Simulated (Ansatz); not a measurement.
# Electron scattering at the Σ5 (310) boundary in fcc Pt with P (substitutional)

Wanted: what the Σ5 (310) boundary in fcc Pt with P (substitutional) costs an interconnect.

Method: Ansatz plane-wave DFT, PBE, PAW files; relaxation of a bicrystal slab with its lowest layers held; PAW set soft_1, in the first sound run; inputs show where later runs differ, in Ansatz 0.2.0.

## 1. The starting structure

The cell holds 30 atoms: 29 Pt and 1 P. Its edges and angles: a = 6.201 Å, b = 3.922 Å, c = 29.603 Å, α = 90.0°, β = 90.0°, γ = 90.0°. It derives from Pt. built on the (3 1 0) plane; 2 overlapping atoms removed and the grains opened by 0 Å. Vacuum lies along c.

## 2. Relaxing the bicrystal

The boundary is built by mirroring the lower grain in the boundary plane and removing any atoms that overlap; then the P is put in at the boundary. A thin bicrystal slab is relaxed first, with the lowest layers held and the upper grain free to shift and open.

Contents of input.yaml:

```yaml
crystal:
  lattice:
    - [6.2009102638, 0.0, 0.0]
    - [0.0, 3.9218, 0.0]
    - [0.0, 0.0, 29.602730792]
  atoms:
    - { symbol: Pt, position: [0.8999999999, 0.5, 0.1689033365] }
    - { symbol: Pt, position: [0.5999999999, 0.0, 0.1898504251] }
    - { symbol: Pt, position: [0.2999999999, 0.5, 0.2107975138] }
    - { symbol: Pt, position: [0.9999999999, 0.0, 0.2317446025] }
    - { symbol: Pt, position: [0.6999999999, 0.5, 0.2526916911] }
    - { symbol: Pt, position: [0.3999999999, 0.0, 0.2736387798] }
    - { symbol: Pt, position: [0.1, 0.5, 0.2945858684] }
    - { symbol: Pt, position: [0.8, 0.0, 0.3155329571] }
    - { symbol: Pt, position: [0.5, 0.5, 0.3364800457] }
    - { symbol: Pt, position: [0.2, 0.0, 0.3574271344] }
    - { symbol: Pt, position: [0.9, 0.5, 0.3783742231] }
    - { symbol: Pt, position: [0.6, 0.0, 0.3993213117] }
    - { symbol: Pt, position: [0.3, 0.5, 0.4202684004] }
    - { symbol: P, position: [0.0, 0.0, 0.441215489] }
    - { symbol: Pt, position: [0.6, 0.0, 0.4831096664] }
    - { symbol: Pt, position: [0.9, 0.5, 0.504056755] }
    - { symbol: Pt, position: [0.2, 0.0, 0.5250038437] }
    - { symbol: Pt, position: [0.5, 0.5, 0.5459509323] }
    - { symbol: Pt, position: [0.8, 0.0, 0.566898021] }
    - { symbol: Pt, position: [0.1, 0.5, 0.5878451096] }
    - { symbol: Pt, position: [0.3999999999, 0.0, 0.6087921983] }
    - { symbol: Pt, position: [0.6999999999, 0.5, 0.629739287] }
    - { symbol: Pt, position: [0.9999999999, 0.0, 0.6506863756] }
    - { symbol: Pt, position: [0.2999999999, 0.5, 0.6716334643] }
    - { symbol: Pt, position: [0.5999999999, 0.0, 0.6925805529] }
    - { symbol: Pt, position: [0.8999999999, 0.5, 0.7135276416] }
    - { symbol: Pt, position: [0.1999999999, 0.0, 0.7344747302] }
    - { symbol: Pt, position: [0.4999999999, 0.5, 0.7554218189] }
    - { symbol: Pt, position: [0.7999999999, 0.0, 0.7763689076] }
    - { symbol: Pt, position: [0.0999999999, 0.5, 0.7973159962] }
kpoints:
  mp_grid: { grid: [4, 6, 1] }
hamiltonian:
  xc: pbe
  pseudopotentials: { kind: paw, azcp: { folder: soft_1 } }
scf:
  occupations: { method: fermi_dirac, width: 0.1 }
relax:
  f_tol: 0.03
  max_steps: 80
  constraints: [{ sites: [0, 1, 2, 3, 4] }]
```

Started as:

```console
ansatz run input.yaml --threads 4 --pin off --max-ram 15360MiB --backend cpu --events-out ev --progress --plain --runs-dir out
```

Numbers of over 12 decimals in the logs are rounded to 6 here.

The program printed:

```text
Engine: ansatz 0.2.0, aarch64-unknown-linux-gnu
Pseudopotentials: kind: paw
Pseudopotential: Pt, paw, valence charge 18, recommended cutoff 420 eV (normal), soft_1/Pt.paw.azcp
Pseudopotential: P, paw, valence charge 5, recommended cutoff 420 eV (normal), soft_1/P.paw.azcp
Functional definition: PBE
  parameter kappa = 0.804
  parameter beta = 0.066725
  exchange = pbe_x(kappa = kappa, mu = beta*pi^2/3)
  correlation = pbe_c(beta = beta)
Crystal: 30 atoms, lattice volume = 719.901 Å³
Basis set: ecut = 420 eV, 14131 PW (Γ), exchange–correlation on 90×54×400 points (8 copies of the dense FFT grid, shifted against one another)
Bands: 317, of which v1, the nominal top of the filled ones, is band 264 counted from 1 (263 counted from 0)
Symmetry: 2 space group operations
Space group: Pm (ITA 6), of the structure as read, at distance tolerance 9.0e-5 Å
k-points: 12 of 24 (time reversal used)
Non-local potential: Pt, projectors of the file, l = 0: 3, l = 1: 2, l = 2: 2, l = 3: 1
Non-local potential: P, projectors of the file, l = 0: 2, l = 1: 2, l = 2: 1
PAW form: soft (Blöchl's): semilocal exchange-correlation on the pseudo side does not see the compensation charge
PAW one-centre angular grid: Pt, 590 points (default); XC on 64 Gauss nodes
PAW one-centre angular grid: P, 110 points (default); XC on 64 Gauss nodes
Initial density: superposition of atomic densities (neutral atoms: chi_scale 0, normalization atom)
Initial wavefunctions: pseudopotential atomic-orbital guess
Functional: x = pbe(κ = 0.804, μ = 0.219515), c = pbe(β = 0.066725)
SCF iter   1: F=—  HF=-363974.876638 eV  |F-HF|=—  |Δ(HF+E_count)|=         —  Δρ=6.94e-2  dr2=5.64e1  ethr=3.10e-3  ⟨swp⟩=6.2  Hψ=14297  notcnv=0  defer=97
preconditioner: auto → LDOS  [metal: Δε(μ)=0.010 eV  Ē_g=7.460 eV  σ=0.100 eV  W_gap=0.02  n_scr=210 (ndim 8)  ℏωp=23.8 eV  f_vac=0.312  D(μ)=44.63/eV (n_scr^D=432)  β→1.0]
SCF iter   2: F=—  HF=-363973.307709 eV  |F-HF|=—  |Δ(HF+E_count)|=    1.57e0  Δρ=5.71e-2  dr2=2.64e1  ethr=3.10e-3  ⟨swp⟩=3.0  Hψ=9439  notcnv=0  defer=291
SCF iter   3: F=—  HF=-363965.513518 eV  |F-HF|=—  |Δ(HF+E_count)|=    7.79e0  Δρ=1.16e-2  dr2=2.41e0  ethr=3.10e-3  ⟨swp⟩=2.0  Hψ=7206  notcnv=0  defer=340
SCF iter   4: F=—  HF=-363965.226627 eV  |F-HF|=—  |Δ(HF+E_count)|=   2.87e-1  Δρ=2.82e-3  dr2=3.58e-1  ethr=4.57e-4  ⟨swp⟩=2.2  Hψ=6289  notcnv=0  defer=328
SCF iter   5: F=—  HF=-363965.198327 eV  |F-HF|=—  |Δ(HF+E_count)|=   2.83e-2  Δρ=1.38e-3  dr2=3.76e-2  ethr=6.79e-5  ⟨swp⟩=2.0  Hψ=5041  notcnv=0  defer=328
SCF iter   6: F=—  HF=-363965.196486 eV  |F-HF|=—  |Δ(HF+E_count)|=   1.84e-3  Δρ=5.10e-4  dr2=5.12e-3  ethr=7.13e-6  ⟨swp⟩=2.0  Hψ=5102  notcnv=0  defer=328
SCF iter   7: F=—  HF=-363965.195585 eV  |F-HF|=—  |Δ(HF+E_count)|=   9.01e-4  Δρ=2.64e-4  dr2=1.42e-3  ethr=9.72e-7  ⟨swp⟩=2.0  Hψ=5221  notcnv=0  defer=328
SCF iter   8: F=—  HF=-363965.195530 eV  |F-HF|=—  |Δ(HF+E_count)|=   5.54e-5  Δρ=9.33e-5  dr2=1.98e-4  ethr=2.70e-7  ⟨swp⟩=2.0  Hψ=4833  notcnv=0  defer=328
SCF iter   9: F=—  HF=-363965.195517 eV  |F-HF|=—  |Δ(HF+E_count)|=   1.26e-5  Δρ=3.83e-5  dr2=2.60e-5  ethr=3.76e-8  ⟨swp⟩=2.2  Hψ=5282  notcnv=0  defer=328
SCF iter  10: F=-363965.195509 eV  HF=-363965.195516 eV  |F-HF|=7.52e-6  |Δ(HF+E_count)|=   5.34e-7  Δρ=1.95e-5  dr2=8.32e-6  ethr=4.27e-9  ⟨swp⟩=4.0  Hψ=10582  notcnv=0
SCF 1 converged in 10 iterations: F = -363965.195509 eV  dr2 = 8.32e-6
  greatest PAW one-centre occupation: 1.000 electrons in one spin orbital (limit 2), on the Pt atom at site 21 (counted from 0), in its partial waves of l = 0
relax step   1: F+E_penalty+E_count = -363965.19550883 eV  Δ(F+E_penalty+E_count) = +0.000e0 eV  max|allowed force component| = 1.381e0 eV/Å  Δτ_max = 0.0000 Å  (10 SCF iters, dr2 threshold 2.25e-5 eV, accepted)
Initial density: handed on by an earlier stage of this run
Initial wavefunctions: those handed on with the density
iter 1 solved again at ethr=6.13e-4 eV; its pass at ethr=3.10e-3 eV (dr2=3.23e0 eV) is discarded
SCF iter   1: F=—  HF=-363966.274428 eV  |F-HF|=—  |Δ(HF+E_count)|=         —  Δρ=1.16e-2  dr2=3.33e0  ethr=6.13e-4  ⟨swp⟩=1.2  Hψ=12173  notcnv=0  defer=326
preconditioner: auto → LDOS  [metal: Δε(μ)=0.006 eV  Ē_g=7.549 eV  σ=0.100 eV  W_gap=0.01  n_scr=210 (ndim 8)  ℏωp=23.8 eV  f_vac=0.311  D(μ)=47.07/eV (n_scr^D=482)  β→1.0]
SCF iter   2: F=—  HF=-363966.214846 eV  |F-HF|=—  |Δ(HF+E_count)|=   5.96e-2  Δρ=4.18e-3  dr2=2.33e-1  ethr=6.13e-4  ⟨swp⟩=2.0  Hψ=5180  notcnv=0  defer=326
SCF iter   3: F=—  HF=-363966.190068 eV  |F-HF|=—  |Δ(HF+E_count)|=   2.48e-2  Δρ=2.87e-3  dr2=1.97e-1  ethr=4.42e-5  ⟨swp⟩=3.0  Hψ=7461  notcnv=0  defer=326
SCF iter   4: F=—  HF=-363966.156543 eV  |F-HF|=—  |Δ(HF+E_count)|=   3.35e-2  Δρ=8.15e-4  dr2=1.39e-2  ethr=3.74e-5  ⟨swp⟩=2.0  Hψ=5262  notcnv=0  defer=326
SCF iter   5: F=—  HF=-363966.155337 eV  |F-HF|=—  |Δ(HF+E_count)|=   1.21e-3  Δρ=3.63e-4  dr2=3.09e-3  ethr=2.64e-6  ⟨swp⟩=2.2  Hψ=5170  notcnv=0  defer=326
SCF iter   6: F=—  HF=-363966.155127 eV  |F-HF|=—  |Δ(HF+E_count)|=   2.10e-4  Δρ=1.17e-4  dr2=2.75e-4  ethr=5.85e-7  ⟨swp⟩=2.1  Hψ=5164  notcnv=0  defer=326
SCF iter   7: F=-363966.155037 eV  HF=-363966.155113 eV  |F-HF|=7.54e-5  |Δ(HF+E_count)|=   1.39e-5  Δρ=5.54e-5  dr2=8.26e-5  ethr=1.90e-8  ⟨swp⟩=3.0  Hψ=13673  notcnv=0
SCF 2 converged in 7 iterations: F = -363966.155037 eV  dr2 = 8.26e-5
  greatest PAW one-centre occupation: 1.000 electrons in one spin orbital (limit 2), on the Pt atom at site 25 (counted from 0), in its partial waves of l = 0
relax step   2: F+E_penalty+E_count = -363966.15503730 eV  Δ(F+E_penalty+E_count) = -9.595e-1 eV  max|allowed force component| = 7.922e-1 eV/Å  Δτ_max = 0.1949 Å  (7 SCF iters, dr2 threshold 1.00e-4 eV, accepted)
iter 1 solved again at ethr=2.23e-4 eV; its pass at ethr=3.10e-3 eV (dr2=1.18e0 eV) is discarded
SCF iter   1: F=—  HF=-363966.658073 eV  |F-HF|=—  |Δ(HF+E_count)|=         —  Δρ=8.75e-3  dr2=8.53e-1  ethr=2.23e-4  ⟨swp⟩=1.2  Hψ=12360  notcnv=0  defer=327
preconditioner: auto → LDOS  [metal: Δε(μ)=0.002 eV  Ē_g=7.540 eV  σ=0.100 eV  W_gap=0.01  n_scr=210 (ndim 8)  ℏωp=23.8 eV  f_vac=0.311  D(μ)=46.57/eV (n_scr^D=474)  β→1.0]
SCF iter   2: F=—  HF=-363966.629447 eV  |F-HF|=—  |Δ(HF+E_count)|=   2.86e-2  Δρ=3.07e-3  dr2=1.09e-1  ethr=1.62e-4  ⟨swp⟩=2.0  Hψ=5840  notcnv=0  defer=327
SCF iter   3: F=—  HF=-363966.604884 eV  |F-HF|=—  |Δ(HF+E_count)|=   2.46e-2  Δρ=1.37e-3  dr2=5.14e-2  ethr=2.07e-5  ⟨swp⟩=2.9  Hψ=7525  notcnv=0  defer=327
SCF iter   4: F=—  HF=-363966.597690 eV  |F-HF|=—  |Δ(HF+E_count)|=   7.19e-3  Δρ=5.92e-4  dr2=7.70e-3  ethr=9.75e-6  ⟨swp⟩=2.0  Hψ=5219  notcnv=0  defer=327
[...]
relax step   3: F+E_penalty+E_count = -363966.59608595 eV  Δ(F+E_penalty+E_count) = -4.410e-1 eV  max|allowed force component| = 4.784e-1 eV/Å  Δτ_max = 0.1947 Å  (7 SCF iters, dr2 threshold 3.92e-5 eV, accepted)
[...]
relax step   4: F+E_penalty+E_count = -363966.80061106 eV  Δ(F+E_penalty+E_count) = -2.045e-1 eV  max|allowed force component| = 4.053e-1 eV/Å  Δτ_max = 0.1936 Å  (6 SCF iters, dr2 threshold 7.54e-5 eV, accepted)
[...]
relax step   5: F+E_penalty+E_count = -363966.85729242 eV  Δ(F+E_penalty+E_count) = -5.668e-2 eV  max|allowed force component| = 1.855e-1 eV/Å  Δτ_max = 0.1112 Å  (7 SCF iters, dr2 threshold 5.99e-5 eV, accepted)
[...]
relax step   6: F+E_penalty+E_count = -363966.87547733 eV  Δ(F+E_penalty+E_count) = -1.818e-2 eV  max|allowed force component| = 1.325e-1 eV/Å  Δτ_max = 0.0937 Å  (7 SCF iters, dr2 threshold 7.21e-6 eV, accepted)
[...]
relax step   7: F+E_penalty+E_count = -363966.88965130 eV  Δ(F+E_penalty+E_count) = -1.417e-2 eV  max|allowed force component| = 2.326e-1 eV/Å  Δτ_max = 0.1211 Å  (8 SCF iters, dr2 threshold 3.68e-6 eV, accepted)
[...]
relax step   8: F+E_penalty+E_count = -363966.90284324 eV  Δ(F+E_penalty+E_count) = -1.319e-2 eV  max|allowed force component| = 8.983e-2 eV/Å  Δτ_max = 0.0887 Å  (6 SCF iters, dr2 threshold 2.76e-5 eV, accepted)
[...]
relax step   9: F+E_penalty+E_count = -363966.90439968 eV  Δ(F+E_penalty+E_count) = -1.556e-3 eV  max|allowed force component| = 7.417e-2 eV/Å  Δτ_max = 0.0671 Å  (7 SCF iters, dr2 threshold 1.20e-6 eV, accepted)
SCF iter   1: F=—  HF=-363966.912363 eV  |F-HF|=—  |Δ(HF+E_count)|=         —  Δρ=1.92e-3  dr2=1.86e-2  ethr=2.84e-5  ⟨swp⟩=3.2  Hψ=6938  notcnv=0  defer=321
preconditioner: auto → LDOS  [metal: Δε(μ)=0.007 eV  Ē_g=7.614 eV  σ=0.100 eV  W_gap=0.02  n_scr=210 (ndim 8)  ℏωp=23.8 eV  f_vac=0.315  D(μ)=44.92/eV (n_scr^D=432)  β→1.0]
SCF iter   2: F=—  HF=-363966.910661 eV  |F-HF|=—  |Δ(HF+E_count)|=   1.70e-3  Δρ=6.37e-4  dr2=4.24e-3  ethr=3.52e-6  ⟨swp⟩=3.2  Hψ=9065  notcnv=0  defer=321
SCF iter   3: F=—  HF=-363966.909360 eV  |F-HF|=—  |Δ(HF+E_count)|=   1.30e-3  Δρ=1.95e-4  dr2=5.69e-4  ethr=8.04e-7  ⟨swp⟩=2.2  Hψ=6512  notcnv=0  defer=321
SCF iter   4: F=—  HF=-363966.909252 eV  |F-HF|=—  |Δ(HF+E_count)|=   1.08e-4  Δρ=6.65e-5  dr2=7.06e-5  ethr=1.08e-7  ⟨swp⟩=2.2  Hψ=6025  notcnv=0  defer=321
SCF iter   5: F=—  HF=-363966.908763 eV  |F-HF|=—  |Δ(HF+E_count)|=   4.89e-4  Δρ=3.09e-5  dr2=2.07e-5  ethr=1.34e-8  ⟨swp⟩=3.2  Hψ=6810  notcnv=0  defer=321
SCF iter   6: F=—  HF=-363966.908763 eV  |F-HF|=—  |Δ(HF+E_count)|=   5.78e-7  Δρ=1.46e-5  dr2=4.15e-6  ethr=3.93e-9  ⟨swp⟩=1.4  Hψ=3822  notcnv=0  defer=321
SCF iter   7: F=—  HF=-363966.908763 eV  |F-HF|=—  |Δ(HF+E_count)|=   3.54e-8  Δρ=4.25e-6  dr2=2.92e-7  ethr=7.87e-10  ⟨swp⟩=2.0  Hψ=4713  notcnv=0  defer=321
SCF iter   8: F=-363966.908763 eV  HF=-363966.908763 eV  |F-HF|=3.17e-8  |Δ(HF+E_count)|=   2.56e-9  Δρ=1.44e-6  dr2=3.69e-8  ethr=1.90e-11  ⟨swp⟩=4.8  Hψ=12465  notcnv=0
SCF 10 converged in 8 iterations: F = -363966.908763 eV  dr2 = 3.69e-8
relax step  10: F+E_penalty+E_count = -363966.90876265 eV  Δ(F+E_penalty+E_count) = -4.363e-3 eV  max|allowed force component| = 2.918e-2 eV/Å  Δτ_max = 0.0329 Å  (8 SCF iters, accepted)
SCF converged after 8 iterations
Free energy (F): -363966.908763 eV
Harris-Foulkes:  -363966.908763 eV  (|F-HF|=3.17e-8)
Internal energy: -363965.464390 eV  (E = F + TS)
E sigma→0 (E₀):  -363966.186576 eV
Entropy (-TS):   -1.444373 eV (-48.146 meV/atom)
Fermi energy:    12.365359 eV
--- Per-component energies (eV) ---
  E_band       = -9310.184389
  E_kinetic    = 17365.522921
  E_local      = -641343.950385  (includes V_loc(G=0)·N_el)
  E_nonlocal   = 5943.145593
  E_hartree    = 312926.526881
  E_xc         = -6797.036720
  E_vxc        = -7912.368580  (∫ρ·V_xc dr)
  E_paw        = -275589.545093  (= ΣΔE_a)
  E_vpaw       = -9215.629803  (= ΣTr[D̂ρ^β])
  E_aug_tail   = 0.032468  (compensation charges beyond the density's cutoff)
  E_ewald      = 223529.839945
  E_smearing   = -1.444373  (= −TS)
  E_closure    = -0.000000  (closes the sum)
  Σ components = -363966.908763   (vs F -363966.908763, Δ=0.00e0)
--- Forces (eV/Å), atoms counted from 1 ---
  atom   1  Pt    -0.31707653     0.00000000     0.93475653
  atom   2  Pt     0.05961100     0.00000000     0.11465391
  atom   3  Pt     0.35100037     0.00000000    -0.26382710
  atom   4  Pt     0.42307384     0.00000000    -0.77403792
  atom   5  Pt    -0.53456753     0.00000000    -0.01571609
  atom   6  Pt     0.00280970     0.00000000     0.00332188
  atom   7  Pt    -0.00250512     0.00000000    -0.00143867
  atom   8  Pt     0.00769719     0.00000000     0.00248026
  atom   9  Pt    -0.00284568     0.00000000    -0.00209810
  atom  10  Pt     0.00170389     0.00000000     0.01135234
  atom  11  Pt    -0.00471848     0.00000000    -0.00569026
  atom  12  Pt    -0.01377035     0.00000000    -0.00363547
  atom  13  Pt     0.01164144     0.00000000    -0.00653357
  atom  14  P      0.00297335     0.00000000     0.01196288
  atom  15  Pt     0.00460033     0.00000000     0.00350220
  atom  16  Pt     0.00560726     0.00000000     0.00758421
  atom  17  Pt    -0.00177731     0.00000000    -0.00114374
  atom  18  Pt    -0.01134351     0.00000000    -0.00754030
  atom  19  Pt    -0.00571475     0.00000000    -0.00676424
  atom  20  Pt     0.01295321     0.00000000    -0.00352615
  atom  21  Pt    -0.00295552     0.00000000     0.00050732
  atom  22  Pt     0.00259549     0.00000000    -0.00506996
  atom  23  Pt     0.00988695     0.00000000    -0.01004029
  atom  24  Pt    -0.00735232     0.00000000    -0.00485761
  atom  25  Pt     0.01344510     0.00000000     0.02917848
  atom  26  Pt    -0.00446937     0.00000000     0.00808939
  atom  27  Pt     0.00418373     0.00000000    -0.02025930
  atom  28  Pt    -0.01327256     0.00000000    -0.00260212
  atom  29  Pt     0.00444781     0.00000000    -0.00204887
  atom  30  Pt     0.00418051     0.00000000     0.00942314
  max |Σ_I F_I| component: 4.21e-5 eV/Å
--- Relaxed structure (10 steps of the walk, 10 accepted, 0 SCFs on fresh bases) ---
  F+E_penalty+E_count = -363966.90876265 eV   max|allowed force component| = 2.918e-2 eV/Å
  atoms:
    - { symbol: Pt, position: [0.900000, 0.5, 0.168903] }
    - { symbol: Pt, position: [0.5999999999, 0.0, 0.189850] }
    - { symbol: Pt, position: [0.2999999999, 0.5, 0.210798] }
    - { symbol: Pt, position: [1.000000, 0.0, 0.231745] }
    - { symbol: Pt, position: [0.700000, 0.5, 0.252692] }
    - { symbol: Pt, position: [0.386859, 0.0, 0.276107] }
    - { symbol: Pt, position: [0.087354, 0.5, 0.298492] }
    - { symbol: Pt, position: [0.799296, 0.0, 0.316223] }
    - { symbol: Pt, position: [0.484314, 0.5, 0.337278] }
    - { symbol: Pt, position: [0.181442, 0.0, 0.369537] }
    - { symbol: Pt, position: [0.899344, 0.5, 0.392939] }
    - { symbol: Pt, position: [0.595373, 0.0, 0.394757] }
    - { symbol: Pt, position: [0.365732, 0.5, 0.439503] }
    - { symbol: P, position: [-0.015900, 0.0, 0.439586] }
    - { symbol: Pt, position: [0.629386, 0.0, 0.480307] }
    - { symbol: Pt, position: [0.920241, 0.5, 0.490816] }
    - { symbol: Pt, position: [0.209130, 0.0, 0.505157] }
    - { symbol: Pt, position: [0.498839, 0.5, 0.538419] }
    - { symbol: Pt, position: [0.815171, 0.0, 0.561905] }
    - { symbol: Pt, position: [0.105795, 0.5, 0.579423] }
    - { symbol: Pt, position: [0.399998, 0.0, 0.600253] }
    - { symbol: Pt, position: [0.705691, 0.5, 0.624068] }
    - { symbol: Pt, position: [1.010400, 0.0, 0.646293] }
    - { symbol: Pt, position: [0.307366, 0.5, 0.667295] }
    - { symbol: Pt, position: [0.602665, 0.0, 0.687818] }
    - { symbol: Pt, position: [0.906361, 0.5, 0.708060] }
    - { symbol: Pt, position: [0.229105, 0.0, 0.734634] }
    - { symbol: Pt, position: [0.523230, 0.5, 0.756595] }
    - { symbol: Pt, position: [0.816441, 0.0, 0.771445] }
    - { symbol: Pt, position: [0.103891, 0.5, 0.789787] }
```

It took 17 min on 4 threads of Arm Neoverse V1, shared host; peak memory 4.7 GiB; 66 min of CPU time.

The steps of the relaxation:

| step | energy less that of the first step (eV) | largest force component (eV/Å) |
| --- | --- | --- |
| 1 | 0.0000 | 1.3807 |
| 2 | -0.9595 | 0.7922 |
| 3 | -1.4006 | 0.4784 |
| 4 | -1.6051 | 0.4053 |
| 5 | -1.6618 | 0.1855 |
| 6 | -1.6800 | 0.1325 |
| 7 | -1.6941 | 0.2326 |
| 8 | -1.7073 | 0.0898 |
| 9 | -1.7089 | 0.0742 |
| 10 | -1.7133 | 0.0292 |

Forces are held to the 2 operations that the run works with; a distortion that breaks them can't arise in this run.

The atoms that moved most (Å):

| atom | dx | dy | dz | length |
| --- | --- | --- | --- | --- |
| Pt13 | 0.408 | 0.000 | 0.569 | 0.700 |
| Pt17 | 0.057 | 0.000 | -0.588 | 0.590 |
| Pt11 | -0.004 | 0.000 | 0.431 | 0.431 |
| Pt16 | 0.126 | 0.000 | -0.392 | 0.412 |
| Pt10 | -0.115 | 0.000 | 0.358 | 0.377 |
| Pt21 | 0.000 | 0.000 | -0.253 | 0.253 |
| Pt20 | 0.036 | 0.000 | -0.249 | 0.252 |
| Pt30 | 0.024 | 0.000 | -0.223 | 0.224 |

Numbers from this step:

| Item | Value |
| --- | --- |
| free energy | -363966.9088 eV |
| energy at zero smearing | -363966.1866 eV |
| Fermi energy | 12.37 eV |

The largest force component on a free atom ends at 0.029 eV/Å, under the tolerance of 0.03, after 10 steps.

[end of part 1 of 2]

[Logs are printed without paths, hosts, clocks, repeated set-up lines and the standing remarks that a program may print on its own settings, such as how far it seeks lower states.]

[Hosts, paths, dates, database ids (printed as entryN), source tags and the programs' standing remarks are cut or masked in the printed files.]
